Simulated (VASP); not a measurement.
# GaAs (F-43m) in VASP: a series of runs

One crystal, GaAs, is run at these levels: PBE, PBEsol; tasks: Born charges and dielectric tensor, phonons, elastic constants.

Program: VASP 6.6.1. These are calculated values, not measurements. Logs are shortened: lines on timing, memory, paths and dates and some standing lists are left out, and cuts for length are marked.

**Experimental background.**

“Evidence of valence band perturbations in GaAsN/GaAs(001): A combined variable-angle spectroscopic ellipsometry and modulated photoreflectance investigation”, 2008, arxiv:0805.2212 reports, for a bulk crystal of GaAs at 300 K: band gap 1.412 ± 0.01 eV (direct).

From a printed reference work, textbook, for a bulk crystal of GaAs at 300 K: high-frequency dielectric constant 10.89.

How close the calculation comes is told below.

## 1. The crystal as given

Symmetry: F-43m, No. 216, cubic system. The conventional cell has a = 5.654 Å, b = 5.654 Å, c = 5.654 Å, α = 90.00°, β = 90.00°, γ = 90.00°. As (site symmetry -43m) is surrounded by 4 Ga at 2.45 Å. Ga (site symmetry -43m) is surrounded by 4 As at 2.45 Å.

## 2. Born charges and dielectric tensor, PBE

Contents of INCAR:

```
ALGO = Normal
EDIFF = 1E-8
ENCUT = 520
GGA = PE
IBRION = 8
ISIF = 2
ISMEAR = -1
LASPH = True
LCHARG = False
LEPSILON = True
LREAL = False
LWAVE = False
NELM = 60
PREC = Accurate
SIGMA = 0.05
```

Contents of KPOINTS:

```
k-points
0
Gamma
  8 8 8
```

Contents of POSCAR:

```
GaAs
1.0
    0.0000000000      2.8268500000      2.8268500000
    2.8268500000      0.0000000000      2.8268500000
    2.8268500000      2.8268500000      0.0000000000
As Ga
1 1
Direct
    0.7500000000      0.7500000000      0.7500000000
    0.0000000000      0.0000000000      0.0000000000
```

Potentials or basis: VASP PAW PBE potentials, release 64 (As, Ga_d).

On the command line:

```console
> cat potpaw_PBE.64/As/POTCAR potpaw_PBE.64/Ga_d/POTCAR > POTCAR
> mpirun -np 1 vasp_std > vasp.out
```

OUTCAR:

```text
EDIFF = 1E-8
   ENCUT = 520
   GGA = PE
   IBRION = 8
   ISIF = 2
   ISMEAR = -1
   LASPH = True
   LEPSILON = True
   LREAL = False
   NELM = 60
   PREC = Accurate

 ion  position               nearest neighbor table
   1  0.750  0.750  0.750-   2 2.45   2 2.45   2 2.45   2 2.45
   2  0.000  0.000  0.000-   1 2.45   1 2.45   1 2.45   1 2.45

  LATTYP: Found a face centered cubic cell.
 ALAT       =     5.6537000000

  Lattice vectors:

 A1 = (   0.0000000000,   2.8268500000,   2.8268500000)
 A2 = (   2.8268500000,   0.0000000000,   2.8268500000)
 A3 = (   2.8268500000,   2.8268500000,   0.0000000000)

Analysis of symmetry for initial positions (statically):
=====================================================================
 Subroutine PRICEL returns:
 Original cell was already a primitive cell.

 Routine SETGRP: Setting up the symmetry group for a
 face centered cubic supercell.

 Subroutine GETGRP returns: Found 24 space group operations
 (whereof 24 operations were pure point group operations)
 out of a pool of 48 trial point group operations.

The static configuration has the point symmetry T_d .

Analysis of symmetry for dynamics (positions and initial velocities):
=====================================================================
 Subroutine PRICEL returns:
 Original cell was already a primitive cell.

 Routine SETGRP: Setting up the symmetry group for a
 face centered cubic supercell.

 Subroutine GETGRP returns: Found 24 space group operations
 (whereof 24 operations were pure point group operations)
 out of a pool of 48 trial point group operations.

The dynamic configuration has the point symmetry T_d .

 Subroutine INISYM returns: Found 24 space group operations
 (whereof 24 operations are pure point group operations),
 and found     1 'primitive' translations

----------------------------------------------------------------------------------------

                                     Primitive cell
[... 616 lines left out ...]

 MACROSCOPIC STATIC DIELECTRIC TENSOR (including local field effects in DFT)
 ------------------------------------------------------
          28.756334     0.000000     0.000000
           0.000000    28.756334     0.000000
          -0.000000    -0.000000    28.756334
 ------------------------------------------------------

 PIEZOELECTRIC TENSOR (including local field effects)  for field in x, y, z        (e  Angst)
          XX          YY          ZZ          XY          YZ          ZX
  --------------------------------------------------------------------------------
  x     0.00000     0.00000     0.00000     0.00000     2.83065     0.00000
  y     0.00000    -0.00000     0.00000     0.00000     0.00000     2.83065
  z    -0.00000    -0.00000    -0.00000     2.83065     0.00000     0.00000

 PIEZOELECTRIC TENSOR (including local field effects)  for field in x, y, z        (C/m^2)
          XX          YY          ZZ          XY          YZ          ZX
  --------------------------------------------------------------------------------
  x     0.00000     0.00000     0.00000     0.00000     1.00383     0.00000
  y     0.00000    -0.00000     0.00000     0.00000     0.00000     1.00383
  z    -0.00000    -0.00000    -0.00000     1.00383     0.00000     0.00000

 BORN EFFECTIVE CHARGES (including local field effects) (in |e|, cummulative output)
 ---------------------------------------------------------------------------------
 ion    1
    1    -2.28826     0.00000     0.00000
    2     0.00000    -2.28826     0.00000
    3    -0.00000     0.00000    -2.28826
 ion    2
    1     2.28826    -0.00000    -0.00000
    2     0.00000     2.28826    -0.00000
    3     0.00000    -0.00000     2.28826

 INTERNAL STRAIN TENSOR FOR ION    2 for displacements in x,y,z  (eV/Angst):
          X           Y           Z          XY          YZ          ZX
  --------------------------------------------------------------------------------
  x     0.00000     0.00000     0.00000     0.00000    -7.56570     0.00000
  y     0.00000     0.00000     0.00000     0.00000     0.00000    -7.56570
  z     0.00000     0.00000     0.00000    -7.56570     0.00000     0.00000

 SECOND DERIVATIVES (NOT SYMMETRIZED)
 ------------------------------------
               1X          1Y          1Z          2X          2Y          2Z
  1X    -9.553431    0.000000    0.000000    9.553431    0.000000    0.000000
  1Y     0.000000   -9.553431    0.000000    0.000000    9.553431    0.000000
  1Z     0.000000    0.000000   -9.553431    0.000000    0.000000    9.553431
  2X     9.509276    0.000000    0.000000   -9.509276    0.000000    0.000000
  2Y     0.000000    9.509276    0.000000    0.000000   -9.509276    0.000000
  2Z     0.000000    0.000000    9.509276    0.000000    0.000000   -9.509276

 Eigenvectors and eigenvalues of the dynamical matrix
 ----------------------------------------------------

   1 f  =    8.030993 THz    50.460215 2PiTHz  267.885082 cm-1    33.213502 meV
             X         Y         Z           dx          dy          dz
      4.240275  4.240275  4.240275     0.000000    0.695115    0.000000
      0.000000  0.000000  0.000000     0.000000   -0.718898    0.000000
[... 21 lines left out ...]
   6 f/i=    0.009296 THz     0.058407 2PiTHz    0.310075 cm-1     0.038444 meV
             X         Y         Z           dx          dy          dz
      4.240275  4.240275  4.240275     0.000000    0.000000    0.718898
      0.000000  0.000000  0.000000     0.000000    0.000000    0.695115

--------------------------------------------------------------------------------------------------------

 MACROSCOPIC STATIC DIELECTRIC TENSOR IONIC CONTRIBUTION
 ------------------------------------------------------
           2.200302     0.000000    -0.000000
           0.000000     2.200302     0.000000
          -0.000000     0.000000     2.200302
 ------------------------------------------------------

 ELASTIC MODULI CONTR FROM IONIC RELAXATION (kBar)
 Direction    XX          YY          ZZ          XY          YZ          ZX
 --------------------------------------------------------------------------------
 XX          -0.0000     -0.0000     -0.0000      0.0000      0.0000      0.0000
 YY          -0.0000     -0.0000     -0.0000      0.0000      0.0000      0.0000
 ZZ          -0.0000     -0.0000     -0.0000      0.0000      0.0000      0.0000
 XY           0.0000      0.0000      0.0000   -214.9950      0.0000     -0.0000
 YZ           0.0000      0.0000      0.0000      0.0000   -214.9950     -0.0000
 ZX           0.0000      0.0000      0.0000     -0.0000     -0.0000   -214.9950
 --------------------------------------------------------------------------------

 PIEZOELECTRIC TENSOR IONIC CONTR  for field in x, y, z        (C/m^2)
          XX          YY          ZZ          XY          YZ          ZX
  --------------------------------------------------------------------------------
  x     0.00000     0.00000     0.00000     0.00000    -0.64718    -0.00000
  y     0.00000     0.00000     0.00000    -0.00000    -0.00000    -0.64718
  z     0.00000     0.00000     0.00000    -0.64718     0.00000    -0.00000
```

OSZICAR:

```text
N       E                     dE             d eps       ncg     rms          rms(c)
DAV:   1     0.779041182811E+02    0.77904E+02   -0.91500E+03   762   0.190E+03
DAV:   2    -0.242457205126E+01   -0.80329E+02   -0.77966E+02   824   0.323E+02
DAV:   3    -0.831142792539E+01   -0.58869E+01   -0.58613E+01   969   0.741E+01
[... 12 lines left out ...]
RMM:  13    -0.163285228069E+00    0.16514E-06   -0.76285E-07  4736   0.755E-05    0.897E-07
RMM:  14    -0.163285210833E+00    0.17236E-07   -0.56856E-07  4990   0.373E-05    0.372E-07
RMM:  15    -0.163285197028E+00    0.13805E-07   -0.39567E-07  4614   0.182E-05    0.285E-07
RMM:  16    -0.163285178400E+00    0.18628E-07   -0.22561E-07  3797   0.951E-06    0.323E-07
RMM:  17    -0.163285175822E+00    0.25780E-08   -0.14848E-07  4096   0.585E-06    0.255E-07
RMM:  18    -0.163285170313E+00    0.55098E-08   -0.10466E-07  3028   0.330E-06    0.648E-08
 Linear response finished
```

It took 6.3 min on 1 thread of AMD EPYC 9R45 (Zen 5), shared host; peak memory 0.27 GiB.

What came out:

```
Band gap on the k mesh                                  : 0.52 eV, direct
Electronic dielectric tensor (diagonal)                 : 28.76
Born charges (mean of the diagonal)                     : As -2.29; Ga +2.29 e
Highest phonon frequency at Γ, LO-TO splitting left out : 268 cm⁻¹
```

Levels at points of the mesh, in eV from the valence-band top:
| k point | band 6 | band 7 | band 8 | band 9 | band 10 | band 11 | band 12 | band 13 |
| --- | --- | --- | --- | --- | --- | --- | --- | --- |
| (0.00, 0.00, 0.00) | -12.73 | 0.00 | 0.00 | 0.00 | 0.52 | 3.73 | 3.73 | 3.73 |
| (0.50, 0.00, 0.00) | -10.96 | -6.64 | -1.14 | -1.14 | 1.00 | 4.63 | 4.63 | 7.75 |
| (0.50, 0.50, 0.00) | -10.22 | -6.82 | -2.68 | -2.68 | 1.46 | 1.65 | 10.17 | 10.17 |

Phonon frequencies in cm⁻¹ (negative: imaginary):
| q point | frequencies |
| --- | --- |
| (0.000, 0.000, 0.000) | 0 0 0 268 268 268 |

Electronic dielectric tensor:
```
28.76  0.00  0.00
 0.00 28.76  0.00
 0.00  0.00 28.76
```

Born effective charge tensors (e):
atom 1, As
```
-2.29  0.00  0.00
 0.00 -2.29  0.00
 0.00  0.00 -2.29
```
atom 2, Ga
```
2.29 0.00 0.00
0.00 2.29 0.00
0.00 0.00 2.29
```

Caveat: the gap is small at this level, which inflates the dielectric constant.

(Continued in part 2 of 2.)
